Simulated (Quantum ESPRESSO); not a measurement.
Input of a Quantum ESPRESSO 7.5 run:

pw.in

```
&CONTROL
  calculation = 'scf'
  prefix = 'pwscf'
  outdir = './tmp'
  pseudo_dir = './pseudo'
  tprnfor = .true.
  tstress = .true.
  disk_io = 'low'
/
&SYSTEM
  ibrav = 0
  nat = 2
  ntyp = 2
  ecutwfc = 56
  nbnd = 14
  occupations = 'smearing'
  smearing = 'fd'
  degauss = 0.00367493
/
&ELECTRONS
  conv_thr = 4d-10
  electron_maxstep = 120
  mixing_beta = 0.5
/
ATOMIC_SPECIES
Rb    85.4678 Rb.upf
Cl    35.4500 Cl.upf
CELL_PARAMETERS angstrom
   0.0000000000    3.2740000000    3.2740000000
   3.2740000000    0.0000000000    3.2740000000
   3.2740000000    3.2740000000    0.0000000000
ATOMIC_POSITIONS angstrom
Rb     0.0000000000    0.0000000000    0.0000000000
Cl     3.2740000000    3.2740000000    3.2740000000
K_POINTS automatic
6 6 6 1 1 1
```

scf2.in

```
&CONTROL
  calculation = 'scf'
  prefix = 'pwscf'
  outdir = './tmp'
  pseudo_dir = './pseudo'
  tprnfor = .true.
  tstress = .true.
  disk_io = 'low'
/
&SYSTEM
  ibrav = 0
  nat = 2
  ntyp = 2
  ecutwfc = 56
  nbnd = 14
  occupations = 'fixed'
/
&ELECTRONS
  conv_thr = 1d-13
  electron_maxstep = 120
  mixing_beta = 0.5
  startingpot = 'file'
  startingwfc = 'file'
/
ATOMIC_SPECIES
Rb    85.4678 Rb.upf
Cl    35.4500 Cl.upf
CELL_PARAMETERS angstrom
   0.0000000000    3.2740000000    3.2740000000
   3.2740000000    0.0000000000    3.2740000000
   3.2740000000    3.2740000000    0.0000000000
ATOMIC_POSITIONS angstrom
Rb     0.0000000000    0.0000000000    0.0000000000
Cl     3.2740000000    3.2740000000    3.2740000000
K_POINTS automatic
6 6 6 1 1 1
```

ph.in

```
dielectric of RbCl
&INPUTPH
  prefix = 'pwscf'
  outdir = './tmp'
  tr2_ph = 1d-18
  fildyn = 'dyn'
  niter_ph = 90
  alpha_mix(1) = 0.7
  epsil = .true.
  trans = .false.
  zeu = .true.
/
0.0000000000 0.0000000000 0.0000000000
```

Potentials or basis: PseudoDojo 0.4.1 SR LDA standard.

Launch:

```bash
$ OMP_NUM_THREADS=1 pw.x -in pw.in > pw.out
$ OMP_NUM_THREADS=1 pw.x -in scf2.in > scf2.out
$ OMP_NUM_THREADS=1 ph.x -in ph.in > ph.out
```

Question: Estimate the electronic dielectric tensor (diagonal).

Answer: 2.43.

Question: Estimate the Born charges (mean of the diagonal).

Answer: Rb +1.16; Cl -1.16 e.

Question: What does it give for the pressure?

Answer: -1.4 GPa.

Electronic dielectric tensor:
```
2.43 0.00 0.00
0.00 2.43 0.00
0.00 0.00 2.43
```

**The experiment to reproduce.**

A printed reference work, textbook reports, for a bulk crystal of RbCl at 80 K: high-frequency dielectric constant 2.19.

A measured high-frequency dielectric constant of RbCl is 2.19 (80 K; a printed reference work, textbook); the calculated 2.43 misses it by +10.7 %.
